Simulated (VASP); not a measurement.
# Si: convergence, phonon dispersion from a supercell

Si, Fd-3m (no. 227), 2 atoms in the cell. R2SCAN, phonon dispersion from a supercell; PAW potentials Si (PBE set). VASP 6.6.1.

Wanted: frequencies at the zone-boundary points of the path within 3 %; vibrational free energy at 300 K within 0.001 eV/atom.

Geometry: relaxed with this functional.

POSCAR of the starting run:
```
Si
 1.0000000000000000
     0.0000000000000000    5.4397047929034281    5.4397047929034281
     5.4397047929034281    0.0000000000000000    5.4397047929034281
     5.4397047929034281    5.4397047929034281    0.0000000000000000
 Si
  16
Direct
  0.2500000000000000  0.2500000000000000  0.2500000000000000
  0.2500000000000000  0.2500000000000000  0.7500000000000001
  0.2499999999999999  0.7499999999999999  0.2500000000000001
  0.2499999999999998  0.7499999999999999  0.7500000000000002
  0.7499999999999999  0.2499999999999999  0.2500000000000001
  0.7499999999999999  0.2499999999999998  0.7500000000000002
  0.7500000000000001  0.7500000000000001  0.2500000000000000
  0.7500000000000001  0.7500000000000001  0.7500000000000001
  0.3750000000000001  0.3750000000000001  0.3750000000000001
  0.3749999999999999  0.3749999999999999  0.8750000000000002
  0.3749999999999999  0.8749999999999999  0.3750000000000002
  0.3750000000000001  0.8750000000000000  0.8750000000000000
  0.8749999999999999  0.3749999999999999  0.3750000000000002
  0.8750000000000000  0.3750000000000001  0.8750000000000000
  0.8750000000000000  0.8750000000000000  0.3750000000000001
  0.8750000000000000  0.8750000000000000  0.8750000000000000
```

The series start from Plane-wave cutoff (eV): 320; k mesh: 6x6x6; SCF threshold (eV): 1e-7; Precision mode: Accurate; Projectors in real space: False; Displacements: NFREE 2; Supercell: 2x2x2. Each series keeps the choices made before it, and each single choice may use up half of a tolerance. Times cover all steps of a run.

## Plane-wave cutoff (eV)

| Plane-wave cutoff (eV) | Frequencies at the zone-boundary points of the path, largest deviation against the largest value | Vibrational free energy at 300 K (eV/atom) | Time (s) |
|---|---|---|---|
| 200 | 0.96 % | 0.0355 | 35 |
| 240 | 0.34 % | 0.0364 | 52 |
| 280 | 0.34 % | 0.0359 | 61 |
| 320 | 0.34 % | 0.0364 | 82 |
| 390 (reference) | 0 % | 0.0361 | 88 |

Chosen: 240, the loosest value from which every tighter one stays within half of the tolerance.

## k mesh

| k mesh | Frequencies at the zone-boundary points of the path, largest deviation against the largest value | Vibrational free energy at 300 K (eV/atom) | Time (s) |
|---|---|---|---|
| 4x4x4 | 1.7 % | 0.0364 | 42 |
| 6x6x6 | 0.29 % | 0.0364 | 52 |
| 8x8x8 (reference) | 0 % | 0.0364 | 66 |

Chosen: 6x6x6.

## SCF threshold (eV)

| SCF threshold (eV) | Frequencies at the zone-boundary points of the path, largest deviation against the largest value | Vibrational free energy at 300 K (eV/atom) | Time (s) |
|---|---|---|---|
| 0.0001 | 4.4 % | 0.0383 | 26 |
| 1e-5 | 2.8 % | 0.0381 | 30 |
| 1e-6 | 0.22 % | 0.0362 | 40 |
| 1e-7 (reference) | 0 % | 0.0364 | 52 |

Chosen: 1e-6.

## Precision mode

| Precision mode | Frequencies at the zone-boundary points of the path, largest deviation against the largest value | Vibrational free energy at 300 K (eV/atom) | Time (s) |
|---|---|---|---|
| Accurate | 0 % | 0.0362 | 40 |
| Normal | 3.3 % | 0.0393 | 24 |
| Single | 8.8 % | 0.0434 | 28 |

Chosen: Accurate; no other choice that stays within half of the tolerance saves 30 % of the time.

## Projectors in real space

| Projectors in real space | Frequencies at the zone-boundary points of the path, largest deviation against the largest value | Vibrational free energy at 300 K (eV/atom) | Time (s) |
|---|---|---|---|
| False | 0 % | 0.0362 | 40 |
| Auto | 0.0081 % | 0.0362 | 46 |

Chosen: False.

## Displacements

| Displacements | Frequencies at the zone-boundary points of the path, largest deviation against the largest value | Vibrational free energy at 300 K (eV/atom) | Time (s) |
|---|---|---|---|
| NFREE 2 | 0 % | 0.0362 | 40 |
| NFREE 1 | 0.22 % | 0.0361 | 32 |

Chosen: NFREE 2.

## Supercell

| Supercell | Frequencies at the zone-boundary points of the path, largest deviation against the largest value | Vibrational free energy at 300 K (eV/atom) | Time (s) |
|---|---|---|---|
| 2x2x2 | 3.5 % | 0.0362 | 40 |
| 3x3x3 (reference) | 0 % | 0.0385 | 325 |

Chosen: 3x3x3; the next looser run is off by more than half of the tolerance, so convergence isn't shown beyond this value.

## All choices together

| Input | Frequencies at the zone-boundary points of the path, largest deviation against the largest value | Vibrational free energy at 300 K (eV/atom) | Time (s) |
|---|---|---|---|
| program defaults, KSPACING-like mesh of 0.5 per A (naive) | 5.8 % | 0.0394 | 15 |
| chosen settings | 0.97 % | 0.0385 | 325 |
| reference settings throughout | 0 % | 0.0378 | 1094 |

The chosen settings stay within the tolerance of the reference run, but the reference itself isn't shown to be converged in: Supercell.

## The input

INCAR.step1:
```
SYSTEM = Si
PREC = Accurate
ENCUT = 240
EDIFF = 1E-6
ISMEAR = 0
SIGMA = 0.02
LREAL = .False.
LASPH = .True.
ALGO = Normal
NELM = 120
LWAVE = .False.
LCHARG = .False.
METAGGA = R2SCAN
LMIXTAU = .True.
LPHON_DISPERSION = .True.
PHON_NWRITE = -2
KPAR = 2
IBRION = 6
NFREE = 2
POTIM = 0.015
NSW = 1
ISIF = 2
```

INCAR.step2, as INCAR.step1 but for:
```
+ CHECKPOINT_FD = CONTINUE
+ PHON_DOS = 2
```

KPOINTS:
```
Automatic mesh
0
Gamma
  2 2 2
  0 0 0
```

QPOINTS.step1:
```
path GXWKGLUWLK,UX
8
line-mode
reciprocal
 0.0000000000  0.0000000000  0.0000000000  G
 0.5000000000  0.0000000000  0.5000000000  X

 0.5000000000  0.0000000000  0.5000000000  X
 0.5000000000  0.2500000000  0.7500000000  W

 0.5000000000  0.2500000000  0.7500000000  W
 0.3750000000  0.3750000000  0.7500000000  K

 0.3750000000  0.3750000000  0.7500000000  K
 0.0000000000  0.0000000000  0.0000000000  G

 0.0000000000  0.0000000000  0.0000000000  G
 0.5000000000  0.5000000000  0.5000000000  L

 0.5000000000  0.5000000000  0.5000000000  L
 0.6250000000  0.2500000000  0.6250000000  U

 0.6250000000  0.2500000000  0.6250000000  U
 0.5000000000  0.2500000000  0.7500000000  W

 0.5000000000  0.2500000000  0.7500000000  W
 0.5000000000  0.5000000000  0.5000000000  L

 0.5000000000  0.5000000000  0.5000000000  L
 0.3750000000  0.3750000000  0.7500000000  K

 0.6250000000  0.2500000000  0.6250000000  U
 0.5000000000  0.0000000000  0.5000000000  X
```

QPOINTS.step2:
```
q mesh
0
Gamma
  12 12 12
  0 0 0
```

POSCAR:
```
Si
 1.0000000000000000
     0.0000000000000000    8.1595571893551426    8.1595571893551426
     8.1595571893551426    0.0000000000000000    8.1595571893551426
     8.1595571893551426    8.1595571893551426    0.0000000000000000
 Si
  54
Direct
  0.1666666666666667  0.1666666666666667  0.1666666666666667
  0.1666666666666666  0.1666666666666666  0.4999999999999999
  0.1666666666666666  0.1666666666666666  0.8333333333333334
  0.1666666666666666  0.4999999999999999  0.1666666666666667
  0.1666666666666664  0.4999999999999998  0.5000000000000002
  0.1666666666666666  0.4999999999999999  0.8333333333333334
  0.1666666666666667  0.8333333333333334  0.1666666666666666
  0.1666666666666666  0.8333333333333334  0.4999999999999999
  0.1666666666666667  0.8333333333333333  0.8333333333333333
  0.4999999999999999  0.1666666666666666  0.1666666666666667
  0.4999999999999998  0.1666666666666664  0.5000000000000002
  0.4999999999999999  0.1666666666666666  0.8333333333333334
  0.4999999999999999  0.4999999999999999  0.1666666666666666
  0.4999999999999999  0.4999999999999999  0.4999999999999999
  0.4999999999999999  0.4999999999999999  0.8333333333333331
  0.4999999999999998  0.8333333333333333  0.1666666666666667
  0.4999999999999999  0.8333333333333334  0.4999999999999999
  0.4999999999999999  0.8333333333333334  0.8333333333333331
  0.8333333333333334  0.1666666666666667  0.1666666666666666
  0.8333333333333334  0.1666666666666666  0.4999999999999999
  0.8333333333333333  0.1666666666666667  0.8333333333333333
  0.8333333333333333  0.4999999999999998  0.1666666666666667
  0.8333333333333335  0.5000000000000000  0.4999999999999998
  0.8333333333333335  0.5000000000000000  0.8333333333333330
  0.8333333333333333  0.8333333333333333  0.1666666666666667
  0.8333333333333333  0.8333333333333333  0.5000000000000000
  0.8333333333333333  0.8333333333333333  0.8333333333333333
  0.2500000000000000  0.2500000000000000  0.2500000000000000
  0.2499999999999997  0.2499999999999997  0.5833333333333336
  0.2499999999999997  0.2499999999999997  0.9166666666666669
  0.2499999999999999  0.5833333333333335  0.2500000000000001
  0.2499999999999998  0.5833333333333331  0.5833333333333335
  0.2499999999999995  0.5833333333333330  0.9166666666666671
  0.2499999999999999  0.9166666666666666  0.2500000000000001
  0.2499999999999995  0.9166666666666663  0.5833333333333338
  0.2499999999999995  0.9166666666666663  0.9166666666666671
  0.5833333333333335  0.2499999999999999  0.2500000000000001
  0.5833333333333331  0.2499999999999998  0.5833333333333335
  0.5833333333333330  0.2499999999999995  0.9166666666666671
  0.5833333333333335  0.5833333333333335  0.2500000000000001
  0.5833333333333331  0.5833333333333331  0.5833333333333335
  0.5833333333333331  0.5833333333333331  0.9166666666666670
  0.5833333333333337  0.9166666666666669  0.2499999999999998
  0.5833333333333329  0.9166666666666664  0.5833333333333337
  0.5833333333333334  0.9166666666666666  0.9166666666666667
  0.9166666666666665  0.2499999999999998  0.2500000000000002
  0.9166666666666663  0.2499999999999995  0.5833333333333338
  0.9166666666666663  0.2499999999999995  0.9166666666666671
  0.9166666666666669  0.5833333333333337  0.2499999999999998
  0.9166666666666664  0.5833333333333329  0.5833333333333337
  0.9166666666666665  0.5833333333333333  0.9166666666666669
  0.9166666666666669  0.9166666666666669  0.2499999999999998
  0.9166666666666665  0.9166666666666665  0.5833333333333336
  0.9166666666666665  0.9166666666666665  0.9166666666666669
```

Commands (each step's output is kept before the next begins):
```
cat potpaw_PBE.64/Si/POTCAR > POTCAR
cp INCAR.step1 INCAR
cp QPOINTS.step1 QPOINTS
mpirun -np 8 vasp_std > vasp.out
cp INCAR.step2 INCAR
cp QPOINTS.step2 QPOINTS
mpirun -np 8 vasp_std > vasp.out
```

The chosen input took VASP 6.6.1 325 s on 8 cores (Intel Xeon 6975P-C (Granite Rapids)), a shared host.

## An input that fails: forces noisier than the displacement

It runs to its end, but against the unchanged starting input it is off by 21 % in the frequencies at the zone-boundary points of the path, 0.0211 eV/atom in the vibrational free energy at 300 K.

Changes against the starting input:
```
(all steps)
- EDIFF = 1e-07
- POTIM = 0.015
+ EDIFF = 0.01
+ POTIM = 0.002
```
